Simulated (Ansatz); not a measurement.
# K: strong compression

The task here is to estimate one member of a computed series from the others.

Method: DFT, PBE, PAW with Ansatz's default frozen-core files, scalar-relativistic, in Ansatz 0.2.0.

### The system as given

It takes space group Fd-3m (No. 227, cubic). Conventional cell: a = 9.035 Å, b = 9.035 Å, c = 9.035 Å, α = 90.00°, β = 90.00°, γ = 90.00°. K (site symmetry -43m) is surrounded by 4 K at 3.91 Å.

Coordinates:

```cif
data_structure
_symmetry_space_group_name_H-M 'Fd-3m:1'
_symmetry_Int_Tables_number 227
_cell_length_a 9.0345
_cell_length_b 9.0345
_cell_length_c 9.0345
_cell_angle_alpha 90.000
_cell_angle_beta 90.000
_cell_angle_gamma 90.000
_cell_volume 737.42
loop_
_atom_site_label
_atom_site_type_symbol
_atom_site_symmetry_multiplicity
_atom_site_Wyckoff_symbol
_atom_site_fract_x
_atom_site_fract_y
_atom_site_fract_z
_atom_site_occupancy
K1 K 8 b 0.00000 0.50000 0.00000 1
```

The file gives the conventional cell by its symmetry; the runs use the cell typed in the input.

Whether this phase is the stable one at these pressures isn't tested.

Atoms are numbered in the order of the input: K1, K2.

The first run:

input.yaml reads:

```yaml
crystal:
  lattice:
    - [0.0, 4.5172588256, 4.5172588256]
    - [4.5172588256, 0.0, 4.5172588256]
    - [4.5172588256, 4.5172588256, 0.0]
  atoms:
    - { symbol: K, position: [-0.125, -0.125, -0.125] }
    - { symbol: K, position: [0.125, 0.125, 0.125] }
kpoints:
  mp_grid: { grid: [8, 8, 8] }
scf:
  occupations: { method: fermi_dirac, width: 0.1 }
hamiltonian:
  xc: pbe
  pseudopotentials: { kind: paw }
output:
  forces: true
  stress: true
relax:
  f_tol: 0.005
  max_steps: 40
  cell: {}
```

Launch:

```sh
ansatz run input.yaml --threads 1 --pin off --max-ram 2048MiB --backend cpu --events-out ev --progress --plain --runs-dir out
```

Steps of the session up to this table: Cell relaxed at zero pressure, PAW; Volume scaled by 1, PAW; Volume scaled by 0.92, PAW; Volume scaled by 0.84, PAW; Volume scaled by 0.84, PAW (cutoff 300 eV); Volume scaled by 0.76, PAW; Volume scaled by 0.68, PAW; Volume scaled by 0.68, PAW (cutoff 300 eV); Volume scaled by 0.6, PAW; Volume scaled by 0.52, PAW; Volume scaled by 0.45, PAW; Volume scaled by 0.45, PAW (cutoff 250 eV).

One table of the session follows, with a row left open; its other results are not shown here.

| method | volume over the first | volume (Å³/atom) | pressure (GPa) |
| --- | --- | --- | --- |
| PAW | 1 | ? | ? |
| PAW | 0.92 | 102.098 | 0.13 |
| PAW | 0.84 | 93.220 | 0.29 |
| PAW | 0.76 | 84.342 | 0.53 |
| PAW | 0.68 | 75.464 | 0.89 |
| PAW | 0.6 | 66.586 | 1.43 |
| PAW | 0.52 | 57.708 | 2.28 |
| PAW | 0.45 | 49.939 | 3.47 |
| PAW (cutoff 250 eV) | 0.45 | 49.939 | 3.61 |
| PAW (cutoff 300 eV) | 0.84 | 93.220 | 0.29 |
| PAW (cutoff 300 eV) | 0.68 | 75.464 | 0.89 |

Estimate the missing values for PAW, 1.

**Answer.** volume (Å³/atom): 110.976; pressure (GPa): 0.01. In the column «volume (Å³/atom)» it is the highest.

Limits of these values: Warnings in the runs' records: cutoff below recommended.
